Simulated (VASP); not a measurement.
Crystal: PbSe (Clausthalite).

```
CELL_PARAMETERS angstrom
0.00000 3.06065 3.06065
3.06065 0.00000 3.06065
3.06065 3.06065 0.00000
ATOMIC_POSITIONS crystal
Pb 0.00000 0.00000 0.00000
Se 0.50000 0.50000 0.50000
```

| Item | Value |
| --- | --- |
| Program | VASP 6.6.1 |
| Task | relaxation of cell and atoms |
| Functional | PBEsol |
| Dispersion | D3 |
| Potentials or basis | VASP PAW PBE potentials, release 64 (Pb_d, Se) |
| Cutoff | 600 eV |
| k mesh | 8 × 8 × 8 |
| Occupations | fermi-dirac, width 0.05 eV |
| Spin | no spin polarisation |

At the start: pressure -1.4 GPa; volume 28.67 Å³/atom.

How do energy, volume and symmetry change on relaxing?

Over 3 steps the energy falls by 3.6 meV/atom and the volume is 27.88 Å³/atom (-2.7 %); space group Fm-3m (No. 225, to 0.05 Å).

The path:
| step | energy change (eV) | largest force (eV/Å) | pressure (GPa) | volume (Å³) |
| --- | --- | --- | --- | --- |
| 1 | 0.0000 | 0.0000 | -1.43 | 57.34 |
| 2 | -0.0063 | 0.0000 | 0.52 | 55.25 |
| 3 | -0.0072 | 0.0000 | 0.00 | 55.77 |

Final structure:
```
Pb Se
1.0
     0.00000    3.03237    3.03237
     3.03237    0.00000    3.03237
     3.03237    3.03237    0.00000
Pb Se
1 1
Direct
  0.00000 0.00000 0.00000
  0.50000 0.50000 0.50000
```

The cell as given is a measured one (28.67 Å³/atom); PBEsol+D3 puts the equilibrium volume -2.7 % from it, thermal expansion not counted.

Caveat: the PAW data sets were made with another functional, which shifts forces and pressure a little.
